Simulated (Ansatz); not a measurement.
## GeSb2Te4 (R-3m)

Computed with DFT PBE, scalar-relativistic, plane waves, PAW (Ansatz).

Cutoff 420 eV; k points 12×12×12 on the computed 7-atom cell (Γ-centred); Gaussian smearing, width 0.10 eV; no spin polarisation.

The structure is relaxed at this level of theory with its symmetry kept. Whether it is the stable form of this composition wasn't checked.

```cif
data_structure
_symmetry_space_group_name_H-M 'R-3m:H'
_symmetry_Int_Tables_number 166
_cell_length_a 4.3256
_cell_length_b 4.3256
_cell_length_c 39.4657
_cell_angle_alpha 90.000
_cell_angle_beta 90.000
_cell_angle_gamma 120.000
_cell_volume 639.49
loop_
_atom_site_label
_atom_site_type_symbol
_atom_site_symmetry_multiplicity
_atom_site_Wyckoff_symbol
_atom_site_fract_x
_atom_site_fract_y
_atom_site_fract_z
_atom_site_occupancy
Ge1 Ge 3 a 0.00000 0.00000 0.00000 1
Sb1 Sb 6 c 0.33333 0.66667 0.80746 1
Te1 Te 6 c 0.66667 0.33333 0.76335 1
Te2 Te 6 c 0.33333 0.66667 0.95846 1
```

| Property | Result |
| --- | --- |
| Space group | R-3m (No. 166) |
| Volume per atom | 30.45 Å³ |
| Formation energy from the elements' standard states (uncorrected) | +0.006 eV/atom |
| Kohn–Sham band gap | none (metal) |
| Density of states at the Fermi level | 0.48 states/eV per cell |
| Löwdin character within 0.5 eV of the Fermi level | Te 5p 56 %, Sb 5p 26 % |
| Bader charges (e) | Ge (1 in the cell) 0.37, Sb (2 in the cell) 0.15, Te (2 in the cell) -0.05, Te (2 in the cell) -0.28 |

Spin-orbit coupling is left out, which matters for the bands of heavy elements.

Closed-shell ions balance this formula, so the missing gap can be the error of a semilocal functional.

Cost: 1 run of about 15 core-minutes, on Arm Neoverse V2 (shared hosts).